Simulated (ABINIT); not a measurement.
Something may be wrong with this ABINIT 10.8.3 (patched build) calculation of B.

run.abi

```
# Datasets
ndtset 2

# Pseudopotentials
pp_dirpath "./"
pseudos "B.upf"

# Structure
acell 3*1.0 Angstrom
rprim
     1.8852400000     0.0000000000     0.0000000000
     0.0000000000     1.8852400000     0.0000000000
     0.0000000000     0.0000000000     1.8852400000
ntypat 1
znucl 5
natom 1
typat 1
xred
            1/2            1/2            1/2

# Plane-wave basis
ecut 34.0

# k points
ngkpt 10 10 10
nshiftk 1
shiftk 0.5 0.5 0.5

# Exchange and correlation
ixc 41

# Bands and occupations
nband 10
occopt 3
tsmear 0.05 eV

# SCF cycle
nstep 50

# Output
prteig 0
prtebands 0
prtwf 0
prtden 0
prtpot 0

# Dataset 1: ground state
kptopt1 1
tolvrs1 1.0e-15
prtwf1 1
tolwfr1 1.0e-14
nbdbuf1 4
nline1 6

# Dataset 2: atomic displacements at q = 0.5 0.5 0.0
rfphon2 1
rfatpol2 1 1
rfdir2 1 1 1
getwfk2 1
kptopt2 3
nqpt2 1
qpt2 1/2 1/2 0.0
tolvrs2 1.0e-8
```

Potentials or basis: PseudoDojo NC SR LDA v0.4 stringent.

The run is started by

```bash
$ abinit run.abi > log 2>&1
```

run.abo:

```text
.Version 10.8.3 of ABINIT
 DATASET    1 : space group Pm -3 m (#221); Bravais cP (primitive cubic)
================================================================================
 Values of the parameters that define the memory need for DATASET  1.
     intxc =       0    ionmov =       0      iscf =       7    lmnmax =       4
     lnmax =       4     mgfft =      20  mpssoang =       2    mqgrid =    3001
     natom =       1  nloc_mem =       1    nspden =       1   nspinor =       1
    nsppol =       1      nsym =      48    n1xccc =    2501    ntypat =       1
    occopt =       3   xclevel =       2
       mpw =         449          nfft =        8000          nkpt =          35
[... 84 lines left out ...]

 chkinp: Checking input parameters for consistency, jdtset=   2.

 chkint_prt: ERROR -
 Context: the value of the variable response is 1.
  The value of the input variable ixc is 41, while it must be
  equal to one of the following: 0 1 2 3 4 5 6 7 8 9 11 12 14 15 23 24 51
  or it must be smaller or equal to 0.
  Action: you should change the input variables ixc or response.

--- !ERROR
message: |
    Response functions hold no Fock operator. Action: differences of forces, or a functional without exact exchange.
...

--- !ERROR
message: |
    Checking consistency of input data against itself gave 2 inconsistencies.
    The details of the problems can be FOUND ABOVE (or in output or log file), in an earlier WARNING.
    In parallel, the details might not even be printed there. Then, try running in sequential to see the details.
    Also, try to run abinit in sequential in dry-run mode with e.g., `abinit INPUT -d` to detect problems in the INPUT.
...
```

Question: How did it end, and where is the flaw?

Answer: The program refused the input. The input holds a flaw that was put in on purpose: hybrid functional in a response run (ixc = 41).
